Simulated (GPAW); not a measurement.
The system is GaAs.

```
As Ga
1.0
     0.00000    2.82685    2.82685
     2.82685    0.00000    2.82685
     2.82685    2.82685    0.00000
As Ga
1 1
Direct
  0.75000 0.75000 0.75000
  0.00000 0.00000 0.00000
```

```yaml
Program: GPAW 26.7.0
Task: relaxation of cell and atoms
Functional: PBE
Dispersion: D3(BJ)
Potentials_or_basis: GPAW PAW data sets (gpaw-data 1.2.1)
Cutoff: 600 eV
Basis: pw
k_mesh: 8 × 8 × 8
Occupations: fermi-dirac, width 0.05 eV
Spin: no spin polarisation
```

At the start: pressure 1.9 GPa; volume 22.59 Å³/atom.

How do energy, volume and symmetry change on relaxing?

Over 3 steps the energy falls by 3.3 meV/atom and the volume is 23.15 Å³/atom (+2.5 %); space group F-43m (No. 216, to 0.05 Å).

The path:
```
step  energy change (eV)  largest force (eV/Å)  pressure (GPa)  volume (Å³)
   1              0.0000                0.0000            1.86        45.18
   2             -0.0026                0.0000            1.43        45.43
   3             -0.0066                0.0000            0.05        46.30
```

Final structure:
```
CELL_PARAMETERS angstrom
0.00000 2.85010 2.85010
2.85010 0.00000 2.85010
2.85010 2.85010 0.00000
ATOMIC_POSITIONS crystal
As 0.75000 0.75000 0.75000
Ga 0.00000 0.00000 0.00000
```

Caveat: later steps reuse the first step's grids.
